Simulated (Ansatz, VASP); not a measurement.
## SnO in VASP and in Ansatz

```
Sn O
1.0
     3.12079    0.00000    0.00000
     0.00000    3.12079    0.00000
     0.00000    0.00000    3.12079
Sn O
1 1
Direct
  0.00000 0.00000 0.00000
  0.50000 0.50000 0.50000
```

Change from the starting cell: hydrostatic strain +0.6%.

Alike in both runs: task single point; functional r2SCAN; k mesh 8 × 8 × 8; occupations fermi-dirac, width 0.02 eV; no spin polarisation.

|  | VASP | Ansatz |
| --- | --- | --- |
| version | VASP 6.6.1 | Ansatz 0.2.0 |
| potentials or method | VASP PAW PBE potentials, release 64 (Sn_d, O) | plane waves, PAW |
| plane-wave cutoff (eV) | 520 | 500 |
| valence electrons in the cell | 20 | 20 |

|  | VASP | Ansatz | Ansatz less VASP |
| --- | --- | --- | --- |
| pressure (GPa) | -1.6 | -1.7 | -0.13 |

Caveats: the PAW data sets were made with another functional, which shifts forces and pressure a little (VASP). A k mesh can miss the band edges.
